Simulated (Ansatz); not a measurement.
System: rock-salt NaBr. Method: PBE (PAW; Ansatz, a first-principles code).

Run with plane-wave cutoff 520 eV, 10×10×10 k mesh, Fermi–Dirac smearing 0.01 eV, scalar-relativistic PAW data made under PBE.

Results at a series of volumes:

```tsv
V (Å³/atom)	E − E_lowest (meV/atom)
25.841	6.72
26.391	2.87
26.941	0.69
27.490	0.00
28.040	0.64
28.590	2.47
29.140	5.37
```

### Question
Fit the third-order Birch–Murnaghan equation and give B0 and B′.

### Answer
V0 = 27.490 Å³/atom, B0 = 19.4 GPa, B′ = 4.6 (fit to the energies at full precision).

Measured, for comparison: bulk modulus 22.6 GPa (4 K, zero-point motion not removed; as tabulated in Doll and Stoll (1998), arXiv:cond-mat/9801031); equilibrium volume per atom 26.01 Å³/atom (low temperature, zero-point motion not removed; as tabulated in Doll and Stoll (1998), arXiv:cond-mat/9801031). Computed (rounded) less measured: bulk modulus -14 %, equilibrium volume per atom +5.7 %.

Static lattice: no zero-point or thermal effects.

Computing time: around 26 core-seconds (rough).
